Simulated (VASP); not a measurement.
## VASP 6.6.1, PBE single-point calculation, LiH (strained rocksalt)

INCAR

```
ENCUT = 520
LWAVE = .FALSE.
LASPH = .TRUE.
SIGMA = 0.02
GGA = PE
ISIF = 2
LREAL = .FALSE.
NSW = 0
NELM = 120
ISMEAR = -1
IBRION = -1
EDIFF = 1E-7
NBANDS = 9
PREC = Accurate
LCHARG = .FALSE.
```

KPOINTS

```
KPOINTS created by Atomic Simulation Environment
0
Gamma
10 10 10
0 0 0
```

KPOINTS_OPT

```
special points
7
Reciprocal
0.0000000000 0.0000000000 0.0000000000 1
0.5000000000 0.0000000000 0.5000000000 1
0.6250000000 0.2500000000 0.6250000000 1
0.3750000000 0.3750000000 0.7500000000 1
0.5000000000 0.5000000000 0.5000000000 1
0.5000000000 0.2500000000 0.7500000000 1
0.0000000000 0.5000000000 0.5000000000 1
```

POSCAR

```
Li H
 1.0000000000000000
     0.0200299484000000    2.0230247895000000    2.0230247895000000
     2.0230247895000000    0.0200299484000000    2.0230247895000000
     2.0230247895000000    2.0230247895000000    0.0200299484000000
 Li  H
   1   1
Cartesian
  0.0000000000000000  0.0000000000000000  0.0000000000000000
  2.0330397636999988  2.0330397636999988  2.0330397636999997
```

VASP ran with the recommended PBE PAW datasets (4 valence electrons in the cell).

Command

```
mpirun -np 1 vasp_std
```

From OUTCAR

```
k-points           NKPTS =    116   k-points in BZ     NKDIM =    116   number of bands    NBANDS=      9

   NELECT =       4.0000    total number of electrons

   dimension x,y,z NGX =    24 NGY =   24 NGZ =   24
   dimension x,y,z NGXF=    48 NGYF=   48 NGZF=   48

  energy-cutoff  :      520.00
  volume of cell :       16.31
      direct lattice vectors                 reciprocal lattice vectors
     0.020029948  2.023024789  2.023024789    -0.250855890  0.248396519  0.248396519
     2.023024789  0.020029948  2.023024789     0.248396519 -0.250855890  0.248396519
     2.023024789  2.023024789  0.020029948     0.248396519  0.248396519 -0.250855890

 k-points in reciprocal lattice and weights: KPOINTS created by Atomic Simulation Env
   0.00000000  0.00000000  0.00000000       0.001
   0.10000000  0.00000000  0.00000000       0.006
   0.20000000  0.00000000  0.00000000       0.006
   0.30000000  0.00000000 -0.00000000       0.006
   0.40000000 -0.00000000 -0.00000000       0.006
   0.50000000  0.00000000 -0.00000000       0.003
   0.10000000  0.10000000 -0.00000000       0.006
   0.20000000  0.10000000 -0.00000000       0.012
   ...

 E-fermi :   0.6301

 k-point     1 :       0.0000    0.0000    0.0000
  band No.  band energies     occupation
      1     -44.2730      2.00000
      2      -5.3527      2.00000
      3      15.9483      0.00000
      4      17.4922      0.00000
      5      17.9336      0.00000
      6      17.9336      0.00000
      7      22.1406      0.00000
      8      22.6600      0.00000
      9      22.6600      0.00000

 k-point     2 :       0.1000    0.0000    0.0000
  band No.  band energies     occupation
      1     -44.2687      2.00000
      2      -5.1749      2.00000
      3      14.5854      0.00000
      4      16.8027      0.00000
      5      17.1666      0.00000
      6      17.5315      0.00000
      7      21.9103      0.00000
      8      23.0344      0.00000
      9      23.5039      0.00000

 k-point     3 :       0.2000    0.0000    0.0000
  band No.  band energies     occupation
      1     -44.2575      2.00000
      2      -4.6554      2.00000
      3      11.4003      0.00000
      4      15.4691      0.00000
      5      16.5804      0.00000
      6      16.8792      0.00000
      7      22.7005      0.00000
      8      23.0044      0.00000
      9      23.1307      0.00000

 k-point     4 :       0.3000    0.0000   -0.0000
  band No.  band energies     occupation
      1     -44.2436      2.00000
      2      -3.8538      2.00000
      3       8.2641      0.00000
      4      14.4223      0.00000
      5      16.2292      0.00000
      6      16.4708      0.00000
      7      20.9235      0.00000
      8      21.0784      0.00000
      9      24.2288      0.00000

 k-point     5 :       0.4000   -0.0000   -0.0000
  band No.  band energies     occupation
      1     -44.2323      2.00000
      2      -2.9704      2.00000
      3       5.9044      0.00000
      4      13.7432      0.00000
      5      16.2034      0.00000
      6      16.3834      0.00000
      7      19.3919      0.00000
      8      19.6076      0.00000
      9      26.0312      0.00000

 k-point     6 :       0.5000    0.0000   -0.0000
  band No.  band energies     occupation
      1     -44.2281      2.00000
      2      -2.5260      2.00000
      3       4.9589      0.00000
      4      13.5087      0.00000
      5      16.2858      0.00000
      6      16.4272      0.00000
      7      18.7831      0.00000
      8      19.0379      0.00000
      9      27.0661      0.00000

 k-point     7 :       0.1000    0.1000   -0.0000
  band No.  band energies     occupation
      1     -44.2674      2.00000
      2      -5.1154      2.00000
      3      14.6861      0.00000
      4      16.0180      0.00000
      5      16.3235      0.00000
      6      18.5543      0.00000
      7      19.8315      0.00000
      8      24.5192      0.00000
      9      24.8730      0.00000

 k-point     8 :       0.2000    0.1000   -0.0000
  band No.  band energies     occupation
      1     -44.2587      2.00000
      2      -4.7032      2.00000
      3      12.4687      0.00000
      4      14.7369      0.00000
      5      15.0885      0.00000
      6      18.2794      0.00000
      7      20.1742      0.00000
      8      23.4438      0.00000
      9      25.8086      0.00000

 k-point     9 :       0.3000    0.1000   -0.0000
  band No.  band energies     occupation
      1     -44.2457      2.00000
      2      -3.9755      2.00000
      3       9.2989      0.00000
      4      13.5254      0.00000
      5      14.4831      0.00000
      6      17.4817      0.00000
      7      21.5987      0.00000
      8      22.6032      0.00000
      9      24.0617      0.00000

 k-point    10 :       0.4000    0.1000   -0.0000
  band No.  band energies     occupation
      1     -44.2335      2.00000
      2      -3.0668      2.00000
      3       6.6256      0.00000
      4      12.6222      0.00000
      5      14.4058      0.00000
      6      16.5996      0.00000
      7      21.2360      0.00000
      8      22.2162      0.00000
      9      24.6914      0.00000

 k-point    11 :       0.5000    0.1000    0.0000
  band No.  band energies     occupation
      1     -44.2269      2.00000
      2      -2.3822      2.00000
      3       5.1142      0.00000
      4      12.1050      0.00000
      5      14.8328      0.00000
      6      15.8782      0.00000
      7      20.8319      0.00000
      8      21.3828      0.00000
      9      26.8266      0.00000

 k-point    12 :      -0.4000    0.1000    0.0000
  band No.  band energies     occupation
      1     -44.2282      2.00000
      2      -2.5426      2.00000
      3       5.4431      0.00000
      4      11.9993      0.00000
      5      15.4813      0.00000
      6      15.7519      0.00000
      7      20.0772      0.00000
      8      22.1085      0.00000
      9      26.5129      0.00000

 k-point    13 :      -0.3000    0.1000    0.0000
  band No.  band energies     occupation
      1     -44.2370      2.00000
      2      -3.3725      2.00000
      3       7.4300      0.00000
      4      12.2879      0.00000
      5      15.5855      0.00000
      6      16.9326      0.00000
      7      20.0069      0.00000
      8      23.3645      0.00000
      9      24.5488      0.00000

 k-point    14 :      -0.2000    0.1000    0.0000
  band No.  band energies     occupation
      1     -44.2500      2.00000
      2      -4.2475      2.00000
      3      10.3672      0.00000
      4      12.9518      0.00000
      5      16.1148      0.00000
      6      17.9288      0.00000
      7      20.9902      0.00000
      8      22.7189      0.00000
      9      24.7800      0.00000

 k-point    15 :      -0.1000    0.1000    0.0000
  band No.  band energies     occupation
      1     -44.2621      2.00000
      2      -4.8780      2.00000
      3      13.3165      0.00000
      4      14.3760      0.00000
      5      16.8225      0.00000
      6      18.1090      0.00000
      7      21.6670      0.00000
      8      23.0498      0.00000
      9      23.2068      0.00000

 k-point    16 :       0.2000    0.2000   -0.0000
  band No.  band energies     occupation
      1     -44.2528      2.00000
      2      -4.3883      2.00000
      3      12.0918      0.00000
      4      13.7669      0.00000
      5      14.0834      0.00000
      6      17.2503      0.00000
      7      18.0846      0.00000
      8      25.0551      0.00000
      9      28.2240      0.00000

 k-point    17 :       0.3000    0.2000   -0.0000
  band No.  band energies     occupation
      1     -44.2424      2.00000
      2      -3.7333      2.00000
      3       9.9007      0.00000
      4      12.2814      0.00000
      5      13.0115      0.00000
      6      17.1526      0.00000
      7      18.3649      0.00000
      8      25.5243      0.00000
      9      27.7163      0.00000

 k-point    18 :       0.4000    0.2000   -0.0000
  band No.  band energies     occupation
      1     -44.2313      2.00000
      2      -2.8244      2.00000
      3       7.3381      0.00000
      4      10.7075      0.00000
      5      12.7584      0.00000
      6      16.5396      0.00000
      7      20.6023      0.00000
      8      25.5756      0.00000
      9      25.8366      0.00000

 k-point    19 :       0.5000    0.2000    0.0000
  band No.  band energies     occupation
      1     -44.2237      2.00000
      2      -1.9608      2.00000
      3       5.4644      0.00000
      4       9.7243      0.00000
      5      13.0397      0.00000
      6      15.9563      0.00000
      7      23.0896      0.00000
      8      24.2219      0.00000
      9      26.3968      0.00000

 ...

  Total       -0.0755631     -0.0755631     -0.0755631     -0.0493665     -0.0493665     -0.0493665
  in kB       -7.4213864     -7.4213864     -7.4213864     -4.8485015     -4.8485015     -4.8485015
  external PRESSURE =      -7.4213864 kB  Pullay stress =       0.0000000 kB

 POSITION                                       TOTAL-FORCE (eV/Angst)
 -----------------------------------------------------------------------------------
      0.00000      0.00000      0.00000         0.000000     -0.000000      0.000000
      2.03304      2.03304      2.03304        -0.000000      0.000000     -0.000000
 -----------------------------------------------------------------------------------
    total drift:                                0.000000     -0.000000     -0.000000

  FREE ENERGIE OF THE ION-ELECTRON SYSTEM (eV)
  ---------------------------------------------------
  free  energy   TOTEN  =        -6.1259833039 eV

  energy  without entropy=       -6.1259833039  energy(sigma->0) =       -6.12598330
```

- gap between bands v and c: 2.99 eV
- least direct gap: 2.99 eV
- pressure: -0.7 GPa

Band v is the last that the valence electrons fill when counted band by band, and c is the next.

The run took about 9.4 s on one core of a shared host (Intel Xeon Platinum 8488C) and held 0.14 GiB at most.
